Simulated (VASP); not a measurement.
Wanted: the native input for a VASP 6.6.1 run.

```
Task                    : density of states
Functional              : PBE
Potentials or basis     : VASP PAW PBE potentials, release 64 (Ti_sv, B)
Cutoff                  : 520 eV
k mesh                  : 6 × 6 × 4
Occupations             : gaussian, width 0.1 eV
Spin                    : no spin polarisation
k mesh for the DOS      : 9 × 9 × 6
Occupations for the DOS : tetrahedron
Further INCAR settings  : ALGO = Normal; EDIFF = 1e-07; NBANDS = 16
```

The system is TiB2.

```xyz
3
Lattice="3.0432 0.0000 0.0000 -1.5216 2.6354 0.0000 0.0000 0.0000 3.1999" Properties=species:S:1:pos:R:3 pbc="T T T"
Ti    0.0000    0.0000    0.0000
B     0.0000    1.7570    1.6000
B     1.5216    0.8785    1.6000
```

The input as run:

POSCAR

```
TiB2                                    
1.0
    3.0431517758      0.0000000000      0.0000000000
   -1.5215758879      2.6354467422      0.0000000000
    0.0000000000      0.0000000000      3.1999071289
  Ti              B             
     1     2
Direct
     0.0000000000000000    0.0000000000000000    0.0000000000000000
     0.3333333300000021    0.6666666699999979    0.5000000000000000
     0.6666666699999979    0.3333333300000021    0.5000000000000000
```

INCAR.step1

```
ALGO = Normal
EDIFF = 1E-7
ENCUT = 520
GGA = PE
ISIF = 2
ISMEAR = 0
LASPH = T
LCHARG = T
LMAXMIX = 4
LREAL = F
LWAVE = F
NBANDS = 16
NELM = 80
PREC = Accurate
SIGMA = 0.1
```

KPOINTS.step1

```
k-points
0
Gamma
  6 6 4
```

INCAR.step2

```
ALGO = Normal
EDIFF = 1E-7
ENCUT = 520
GGA = PE
ICHARG = 11
ISIF = 2
ISMEAR = -5
LASPH = T
LCHARG = F
LMAXMIX = 4
LORBIT = 11
LREAL = F
LWAVE = F
NBANDS = 16
NEDOS = 2001
NELM = 80
PREC = Accurate
SIGMA = 0.1
```

KPOINTS.step2

```
k-points
0
Gamma
  9 9 6
```

Potentials or basis: VASP PAW PBE potentials, release 64 (Ti_sv, B).

Run with:

```sh
$ cat potpaw_PBE.64/Ti_sv/POTCAR potpaw_PBE.64/B/POTCAR > POTCAR
$ cp INCAR.step1 INCAR
$ cp KPOINTS.step1 KPOINTS
$ mpirun -np 1 vasp_std > vasp.out
$ cp INCAR.step2 INCAR
$ cp KPOINTS.step2 KPOINTS
$ mpirun -np 1 vasp_std > vasp.out
```

It gave:

* Valence electrons inside the program's atomic spheres: Ti 10.43; B 2.00

Caveat: the k mesh is coarse (spacing up to 0.49 Å⁻¹), so the values aren't converged.

Run time: 14 s on 1 thread of Intel(R) Xeon(R) Platinum 8259CL CPU @ 2.50GHz (Skylake/Cascade Lake), with other jobs on the host, peak memory 0.14 GiB.
